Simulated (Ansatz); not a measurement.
Runs of Ansatz 0.2.0 on Ni. It takes space group Fm-3m (No. 225, cubic). The conventional cell has a = 3.475 Å, b = 3.475 Å, c = 3.475 Å, α = 90.00°, β = 90.00°, γ = 90.00°. Ni (site symmetry m-3m) has 12 Ni at 2.46 Å as nearest neighbours. 

```csv
task,level,cell,k mesh,cutoff (eV),smearing,points for each segment of the path,mesh quality,gap on the mesh (eV),pressure (GPa),moment (μB),relaxed volume (Å³/atom)
band structure,revPBE,as given,13 × 13 × 13,420,fermi-dirac 0.05 eV,14,not flagged,none,12.3,0.63,-
relaxation of cell and atoms,RPBE,relaxed,13 × 13 × 13,420,fermi-dirac 0.05 eV,-,not flagged,none,0.0,0.64,(b)
band structure,HSE03,as given,7 × 7 × 7,420,fermi-dirac 0.05 eV,4,coarse,none,6.9,(a),-
relaxation of cell and atoms,BLYP,relaxed,13 × 13 × 13,420,fermi-dirac 0.05 eV,-,not flagged,none,0.0,0.62,11.44
relaxation of cell and atoms,HSE06,relaxed,7 × 7 × 7,420,fermi-dirac 0.05 eV,-,coarse,none,0.0,0.99,10.81
single point,PBE,as given,13 × 13 × 13,420,gaussian 0.012 eV,-,not flagged,none,8.0,0.64,-
band structure,r2SCAN,as given,13 × 13 × 13,500,fermi-dirac 0.05 eV,14,not flagged,none,(c),0.70,-
relaxation of cell and atoms,revPBE,relaxed,13 × 13 × 13,420,fermi-dirac 0.05 eV,-,not flagged,-,0.0,0.64,11.11
```

Alike in all rows: potentials or basis Ansatz PAW; spin collinear, ferromagnetic start.

Problem. Estimate the missing entries.

Solution. (a) 0.98; (b) 11.20; (c) 0.1.

Caveats: some runs use coarse meshes; the PAW data sets come from PBE, with cores solved anew for the run's functional, which leaves a small shift of forces and pressure (some runs); the plane-wave basis is chosen anew once the cell has moved, so the energies of steps on either side of that aren't comparable (some runs); the magnetic or orbital state may not be the lowest (some runs); the thresholds are loose for stress (some runs).

A gap of «none» marks a metal or a gap under the smearing width.
